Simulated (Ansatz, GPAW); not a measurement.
# Geometry or basis: what sets the conductance of a Pb chain with two Cu atoms in line, part 2 of 4

Wanted: T(E) of a Pb chain with two Cu atoms in line at a relaxed geometry in two programs, beside the unrelaxed structure.

GPAW 26.7.0 and Ansatz 0.2.0; Ansatz plane waves; relaxation of the junction with the lead ends held; PAW set soft_1 (the session's first sound run).

So far. Step 2 (Relaxation): The relaxation lowered the energy of the cell by 0.163 eV.

## (3) Plane waves, PBE

A plane-wave run comes first: its basis does not favour the atoms, so it serves as the reference for the orbital bases.

This step: Ansatz plane waves; Landauer transmission by layers, zero bias; PAW set soft_1 (Ansatz 0.2.0).

input.yaml reads:

```yaml
crystal:
  lattice:
    - [9.0, 0.0, 0.0]
    - [0.0, 9.0, 0.0]
    - [0.0, 0.0, 39.3226]
  atoms:
    - { symbol: Pb, position: [0.5, 0.5, 0.0368744691] }
    - { symbol: Pb, position: [0.5, 0.5, 0.1106234074] }
    - { symbol: Pb, position: [0.5, 0.5, 0.1843723457] }
    - { symbol: Pb, position: [0.5, 0.5, 0.2581212839] }
    - { symbol: Pb, position: [0.5863743942, 0.5159258491, 0.3321281793] }
    - { symbol: Pb, position: [0.4686499764, 0.4923444246, 0.4020465823] }
    - { symbol: Cu, position: [0.4952918083, 0.4967100257, 0.4694829689] }
    - { symbol: Cu, position: [0.5040312701, 0.5005947414, 0.5303453151] }
    - { symbol: Pb, position: [0.5243098514, 0.5115709341, 0.5978780912] }
    - { symbol: Pb, position: [0.4195073357, 0.4611259659, 0.6680860905] }
    - { symbol: Pb, position: [0.5, 0.5, 0.7418787161] }
    - { symbol: Pb, position: [0.5, 0.5, 0.8156276543] }
    - { symbol: Pb, position: [0.5, 0.5, 0.8893765926] }
    - { symbol: Pb, position: [0.5, 0.5, 0.9631255309] }
kpoints:
  mp_grid: { grid: [1, 1, 2] }
hamiltonian:
  xc: pbe
  pseudopotentials: { kind: paw, azcp: { folder: soft_1 } }
scf:
  occupations: { method: fermi_dirac, width: 0.1 }
output:
  transmission:
    leads: [[0, 1]]
    e_range: [-2, 2]
    de: 0.025
    kmesh: [1, 1]
    reduced_basis: true
  write_potential: true
  write_density: true
  volumetric_format: npy
  elf: true
```

Command:

```
$ ansatz run input.yaml --threads 4 --pin off --max-ram 8192MiB --backend cpu --events-out ev --progress --plain --runs-dir out
```

Numbers of over 12 decimals in the logs are rounded to 6 here.

Output:

```text
[...]
Crystal: 14 atoms, lattice volume = 3185.131 Å³
Basis set: ecut = 420 eV, 62143 PW (Γ)
Bands: 124, of which v1, the nominal top of the filled ones, is band 103 counted from 1 (102 counted from 0)
Symmetry: 1 space group operations
[...]
k-points: 2
[...]
SCF iter  13: F=-156137.760305 eV  HF=-156137.760305 eV  |F-HF|=9.05e-9  |Δ(HF+E_count)|=   3.81e-8  Δρ=9.09e-7  dr2=2.55e-8  ethr=4.85e-11  ⟨swp⟩=3.0  Hψ=645  notcnv=0
SCF 1 converged in 13 iterations: F = -156137.760305 eV  dr2 = 2.55e-8
[...]
transmission: 49 of 294 steps passed
transmission: 98 of 294 steps passed
[...]
transmission: 294 of 294 steps passed
WARN: The output density's exchange-correlation potential varies sharply where the density is thin. Do not read a vacuum level from v_tot or v_xc, or from such a field of the output density. On a cell that repeats whose density bears no net charge and no dipole along the vacuum's axis use v_es (v_loc + v_h of the components); under efield.dipole_correction with no amplitude use v_es + v_field, which holds any externa [...]
SCF converged after 13 iterations
Free energy (F): -156137.760305 eV
[...]
Internal energy: -156137.148707 eV  (E = F + TS)
E sigma→0 (E₀):  -156137.454506 eV
Entropy (-TS):   -0.611598 eV (-43.686 meV/atom)
Fermi energy:    -2.264314 eV
[...]
--- Band table (eV) ---
  k-point 0: bands = [... 99 lower, -2.6585, -2.4440, -2.4083, -2.3959, -2.2355, -2.2062, -1.8980, -1.8514, ... 17 higher]
  k-point 1: bands = [... 99 lower, -2.6417, -2.6330, -2.4668, -2.1981, -2.1737, -2.1085, -2.0469, -1.9326, ... 17 higher]
--- Transmission ---
  basis      : 717 plane waves across, 49 finite elements along
  points     : 1, standing for a mesh of 1 x 1
  filling    : by the input's occupations and mesh, since the crystals that have channels conduct as metals do. If one of these is a semiconductor, that mesh has misplaced its level
  energies   : 161 from -2.000000 to 2.000000 eV about the Fermi level, 0.025000 eV apart; the leads are filled to 0.000000 eV, and channels, transmission and decay are at 0.000000 eV
  crystal 0  : Pb1, at the sites [0, 1], period 2.9000 Å, over 23.20 Å; its Hamiltonian steps by up to 21.9 meV
    offset         : up to 0.0000 Å between an atom of the period and one for which it stands
    filled         : 12.3 meV over the level at which it is neutral
    channels       : 3.000000e0 a spin
    conductance    : 2.8697e14 S/m² at 300 K; may be off by some 0.0 % by where its bands' edges are placed, 0.0 % from the distance to neutral
  junction   : crystal 0 to crystal 0, -0.00 to 36.42 Å
    transmission   : 1.043414e0 a spin
    error estimate : 1.522930e-4 a spin from the reduction of the transverse basis, at the most 1.064175e-3 at -0.575000 eV
    conductance    : 9.9158e13 S/m² at 300 K (9.9162e13 on every other energy)
    error estimate : 0.0 % from the energy spacing and 0.0 % from band edges of the leads and from resonances (wavevectors taken as independent; lower de), 0.0 % from the reduction of the transverse basis, 3.4 % from the steps of its leads' Hamiltonians or their offsets (lay more layers), 0.9 % from the distance to neutral
    resistance     : 6.6002e-3 Ω µm² beyond half of each lead's own
```

The job ended after 2.2 min (4 threads of Arm Neoverse V1, shared host; peak memory 4 GiB).

In the SCF lines HF is the Harris–Foulkes energy and dr2 the Hartree energy of the density residual, in eV; the loop may stop once dr2 is under the threshold and the program's other checks hold. Hψ counts applications of the Hamiltonian.

Numbers from this step:

* free energy: -156137.7603 eV
* lead level: 0 eV from the Fermi level
* transmission at the Fermi level (one spin): 1.043
* open channels of the lead at the Fermi level (one spin): 3
* step of the potential along the lead: 21.9 meV
* offset of the lead: 0 Å
* filling of the lead less its bulk value, in size: 12.3 meV
* conductance: 1.037 G₀

One spin. Transmission, zone mean against energy, zero at the Fermi level:

energy (eV), transmission, zone mean and a bar:
```
   -2.000       0.56 ###############
   -1.925       0.96 ##########################
   -1.900       0.67 ##################
   -1.800       0.45 ############
   -1.700       0.73 ####################
   -1.600       0.89 ########################
   -1.525       0.93 #########################
   -1.500       0.92 #########################
   -1.400       0.45 ############
   -1.300       0.11 ###
   -1.200       0.01 
   -1.100       0.14 ####
   -1.000       0.85 #######################
   -0.975       0.99 ###########################
   -0.900       0.70 ###################
   -0.800       0.32 #########
   -0.700       0.42 ###########
   -0.600       0.75 ####################
   -0.500       0.87 ########################
   -0.400       0.96 ##########################
   -0.300       1.03 ############################
   -0.200       1.08 ##############################
   -0.125       1.09 ##############################
   -0.100       1.09 ##############################
    0.000       1.04 #############################
    0.100       0.93 ##########################
    0.200       0.80 ######################
    0.300       0.69 ###################
    0.400       0.61 #################
    0.500       0.57 ###############
    0.600       0.55 ###############
    0.700       0.54 ###############
    0.800       0.56 ###############
    0.900       0.58 ################
    1.000       0.62 #################
    1.100       0.68 ##################
    1.200       0.74 ####################
    1.275       0.96 ##########################
    1.300       0.68 ##################
    1.400       0.79 ######################
    1.500       0.83 #######################
    1.600       0.84 #######################
    1.700       0.84 #######################
    1.800       0.83 #######################
    1.900       0.81 ######################
    2.000       0.80 ######################
```

One spin. Table of open channels, zone mean by energy, zero at the Fermi level:

```
energy (eV)  open channels, zone mean
     -2.000                         1
     -1.900                         1
     -1.800                         1
     -1.700                         1
     -1.600                         1
     -1.500                         1
     -1.400                         1
     -1.300                         1
     -1.200                         1
     -1.100                         1
     -1.000                         1
     -0.900                         1
     -0.800                         1
     -0.700                         3
     -0.600                         3
     -0.500                         3
     -0.400                         3
     -0.300                         3
     -0.200                         3
     -0.100                         3
      0.000                         3
      0.100                         3
      0.200                         3
      0.300                         3
      0.400                         3
      0.500                         3
      0.600                         3
      0.700                         3
      0.800                         3
      0.900                         3
      1.000                         3
      1.100                         3
      1.200                         3
      1.300                         3
      1.400                         3
      1.500                         3
      1.600                         3
      1.700                         3
      1.800                         3
      1.900                         3
      2.000                         3
```

Crystal 0, spin -, k parallel (0, 0); distinct values, listed up to 1.5 1/Å. Im kz of the slowest decaying states against energy, zero at the Fermi level:

| energy (eV) | decay 1 (Å⁻¹) | decay 2 (Å⁻¹) | decay 3 (Å⁻¹) | decay 4 (Å⁻¹) |
| --- | --- | --- | --- | --- |
| -2.0000 | 0.512 | 0.512 | 1.16 | 1.29 |
| -1.7500 | 0.462 | 0.462 | 1.13 | 1.26 |
| -1.5000 | 0.404 | 0.404 | 1.10 | 1.23 |
| -1.2500 | 0.336 | 0.336 | 1.07 | 1.21 |
| -1.0000 | 0.247 | 0.247 | 1.03 | 1.18 |
| -0.7500 | 0.0879 | 0.0882 | 1.000 | 1.15 |
| -0.5000 | 0.965 | 1.12 | 1.18 | 1.18 |
| -0.2500 | 0.929 | 1.09 | 1.16 | 1.16 |
| 0.0000 | 0.892 | 1.06 | 1.14 | 1.14 |
| 0.2500 | 0.853 | 1.03 | 1.11 | 1.11 |
| 0.5000 | 0.813 | 0.994 | 1.08 | 1.08 |
| 0.7500 | 0.770 | 0.959 | 1.06 | 1.06 |
| 1.0000 | 0.725 | 0.924 | 1.03 | 1.03 |
| 1.2500 | 0.677 | 0.887 | 1.00 | 1.00 |
| 1.5000 | 0.625 | 0.848 | 0.972 | 0.972 |
| 1.7500 | 0.569 | 0.808 | 0.941 | 0.941 |
| 2.0000 | 0.506 | 0.765 | 0.909 | 0.909 |

Crystal 0, spin -, k parallel (0, 0). The Re kz of states that move upwards by energy, zero at the Fermi level:

```
energy (eV)  channel 1 (Å⁻¹)  channel 2 (Å⁻¹)  channel 3 (Å⁻¹)
     -2.000           -0.984                -                -
     -1.900           -0.971                -                -
     -1.800           -0.958                -                -
     -1.700           -0.946                -                -
     -1.600           -0.935                -                -
     -1.500           -0.924                -                -
     -1.400           -0.914                -                -
     -1.300           -0.904                -                -
     -1.200           -0.894                -                -
     -1.100           -0.884                -                -
     -1.000           -0.875                -                -
     -0.900           -0.866                -                -
     -0.800           -0.857                -                -
     -0.700           -0.848           0.0547           0.0551
     -0.600           -0.839            0.157            0.157
     -0.500           -0.830            0.216            0.216
     -0.400           -0.822            0.262            0.262
     -0.300           -0.813            0.301            0.302
     -0.200           -0.805            0.337            0.337
     -0.100           -0.797            0.369            0.369
      0.000           -0.789            0.399            0.399
      0.100           -0.781            0.427            0.427
      0.200           -0.773            0.453            0.453
      0.300           -0.765            0.479            0.479
      0.400           -0.757            0.503            0.503
      0.500           -0.749            0.526            0.526
      0.600           -0.742            0.549            0.549
      0.700           -0.734            0.571            0.571
      0.800           -0.726            0.592            0.592
      0.900           -0.719            0.613            0.613
      1.000           -0.711            0.634            0.634
      1.100           -0.704            0.654            0.654
      1.200           -0.696            0.674            0.674
      1.300           -0.689            0.693            0.694
      1.400           -0.681            0.713            0.713
      1.500           -0.674            0.732            0.732
      1.600           -0.667            0.751            0.751
      1.700           -0.660            0.770            0.770
      1.800           -0.652            0.789            0.789
      1.900           -0.645            0.809            0.809
      2.000           -0.638            0.828            0.828
```

The electrostatic potential energy of an electron (with the applied field's), less the Fermi level, planar mean oscillates, so the rows of the table below give means over windows of 2.91 Å about each position, cut where the curve ends. Its maxima inside the range that stand out by 2 % of the span (Å: eV): 2.9: 3.86, 5.8: 3.87, 8.7: 3.83, 11.7: 3.80, 14.4: 3.70, 17.3: 3.94, 19.7: 4.26, 22.0: 3.94, 24.9: 3.70, 27.7: 3.79, 30.6: 3.83, 33.5: 3.87, 36.4: 3.86. Its minima: 1.5: 1.99, 4.4: 1.99, 7.3: 2.00, 10.2: 1.91, 13.1: 1.95, 15.9: 1.81, 18.5: 2.69, 20.8: 2.69, 23.4: 1.81, 26.2: 1.95, 29.1: 1.91, 32.0: 2.00, 35.0: 1.99, 37.9: 1.99.

Table of electrostatic potential energy of an electron (with the applied field's), less the Fermi level, planar mean by z; means over each step:

```csv
z (Å),"electrostatic potential energy of an electron (with the applied field's), less the Fermi level, planar mean (eV)"
1.46,2.93
4.37,2.93
7.28,2.93
10.19,2.87
13.10,2.87
16.01,2.82
18.91,3.57
21.83,3.16
24.73,2.72
27.65,2.87
30.55,2.89
33.47,2.93
36.38,2.92
```

The valence density, planar mean oscillates, so the rows of the table below give means over windows of 2.91 Å about each position, cut where the curve ends. Its maxima inside the range that stand out by 2 % of the span (Å: e/Å³): 1.5: 0.135, 4.4: 0.135, 7.3: 0.135, 10.2: 0.134, 13.1: 0.135, 15.9: 0.133, 18.5: 0.340, 20.8: 0.341, 23.4: 0.133, 26.2: 0.135, 29.1: 0.134, 32.0: 0.135, 35.0: 0.135, 37.9: 0.135. Its minima: 2.9: 0.0144, 5.8: 0.0144, 8.7: 0.0146, 11.7: 0.0143, 14.4: 0.0174, 17.3: 0.0130, 19.7: 0.0126, 22.0: 0.0130, 24.9: 0.0172, 27.7: 0.0144, 30.6: 0.0146, 33.5: 0.0144, 36.4: 0.0144.

Table of valence density, planar mean by z; means over each step:

```csv
z (Å),"valence density, planar mean (e/Å³)"
1.46,0.0595
4.37,0.0594
7.28,0.0595
10.19,0.0593
13.10,0.0601
16.01,0.0588
18.91,0.0864
21.83,0.0942
24.73,0.0657
27.65,0.0597
30.55,0.0599
33.47,0.0599
36.38,0.0598
```

Electrostatic potential energy in the ca plane at fractional y = 0.497, with atoms of Pb and Cu within 0.2 Å of it. With pseudopotentials it is smooth inside the atoms' cores, unlike the true potential.

Ten even steps from '0' (-45 eV) to '9' (2 eV), each cell a mean:
```
99999999999999999999999999999999999999999999
99999999999999999999999999999999999999999999
99999999999999999999999999999999999999999999
99999999999999999999999999999999999999999999
99999999999999999999999999999999999999999999
99999999999999999999999999999999999999999999
99999999988788999999999999999999999999999999
99999999863236899999999999999999999999988899
98878899720002799988999999999999999998755689
86323688610101688766789987679997557897300158
72000278720002787411378851026872003786001027
61010168851015885000048830004860001685001027
61010178987668884011038830005872002787200048
84101489999899985000048863137986336898633478
98656899999999997411378998789999889999888889
99888999999999998877789999999999999999999999
99999999999999999999999999999999999999999999
99999999999999999999999999999999999999999999
99999999999999999999999999999999999999999999
99999999999999999999999999999999999999999999
99999999999999999999999999999999999999999999
99999999999999999999999999999999999999999999
99999999999999999999999999999999999999999999
99999999999999999999999999999999999999999999
```
Columns run along c (16.0 Å, from fractional 0.23 to 0.64 of the cell; values clipped at the 3rd and 97th percentile), rows up along a (9.0 Å). Atoms in or near the plane, at fractional coordinates: Pb at (0.26, 0.50), Pb at (0.33, 0.59), Pb at (0.40, 0.47), Cu at (0.47, 0.50), Cu at (0.53, 0.50), Pb at (0.60, 0.52).

ELF in the ca plane at fractional y = 0.497, with atoms of Pb and Cu within 0.2 Å of it. It is the smooth field of the valence electrons, not physical close to the nuclei.

Ten even steps from '0' (0.00) to '9' (0.63), each cell a mean:
```
00000000000000000000000000000000000000000000
00000000000000000000000000000000000000000000
00000000111111110000000000000000000000000000
11100011233333221100000000000000000000000000
22211112355655432210000000000000000000011221
33332224567776643211100111111111111011233333
44443335676667664322111222222222222223455555
55555445667676665333333333333333333335566666
56555555664246665444445433334443333456666667
56666555651015655555555432223432222356654666
56323655563125555666666322322432332256510266
55101555556555556411465325942322882256510256
55202665555555566300266324732332552256643565
56556665544445666521466422222432222356666655
56666665444445676666666433223443233455555455
56666664333334677666665433333443333344444445
45666543222223466666543222333333332222223345
34444322111112344554321111221111221111112234
22222211000011222322110000111001110000011233
11111000000000011111000000000000000000001122
00000000000000000000000000000000000000000011
00000000000000000000000000000000000000000000
00000000000000000000000000000000000000000000
00000000000000000000000000000000000000000000
```
Columns run along c (16.0 Å, from fractional 0.23 to 0.64 of the cell), rows up along a (9.0 Å). Atoms in or near the plane, at fractional coordinates: Pb at (0.26, 0.50), Pb at (0.33, 0.59), Pb at (0.40, 0.47), Cu at (0.47, 0.50), Cu at (0.53, 0.50), Pb at (0.60, 0.52).

Valence density in the ca plane at fractional y = 0.497, with atoms of Pb and Cu within 0.2 Å of it. It is the smooth field of the valence electrons, not physical close to the nuclei.

Ten steps, logarithmic in the rise over the least value, from '0' (0 e/Å³) to '9' (47 e/Å³), each cell a mean:
```
00000000000000000000000000000000000000000000
00000000000000000000000000000000000000000000
00000000000000000000000000000000000000000000
00000000000000000000000000000000000000000000
00000000000000000000000000000000000000000000
00000000000000000000000000000000000000000000
00000000000100000000000000000000000000000000
00000000012321000000000000000000000000000000
00010000124542100000000000000000000000111100
01232100135553100111100001210001221001234320
12454210134543111233210025641014773111355431
13565310113332112455421138972125995111355531
13555310001110012455421137962114884111344421
12343200000000001355421013431002331000122210
01111000000000001233210001100000000000000000
00000000000000000011000000000000000000000000
00000000000000000000000000000000000000000000
00000000000000000000000000000000000000000000
00000000000000000000000000000000000000000000
00000000000000000000000000000000000000000000
00000000000000000000000000000000000000000000
00000000000000000000000000000000000000000000
00000000000000000000000000000000000000000000
00000000000000000000000000000000000000000000
```
Columns run along c (16.0 Å, from fractional 0.23 to 0.64 of the cell), rows up along a (9.0 Å). Atoms in or near the plane, at fractional coordinates: Pb at (0.26, 0.50), Pb at (0.33, 0.59), Pb at (0.40, 0.47), Cu at (0.47, 0.50), Cu at (0.53, 0.50), Pb at (0.60, 0.52).

T at the Fermi level is 1.04 of 3 open channels a spin, without spin-orbit coupling, which is large for these atoms.

(Continued in part 3 of 4.)

[Logs are printed without paths, hosts, clocks, repeated set-up lines and the standing remarks that a program may print on its own settings, such as how far it seeks lower states.]

[Hosts, paths, dates, database ids (printed as entryN), source tags and the programs' standing remarks are cut or masked in the printed files.]
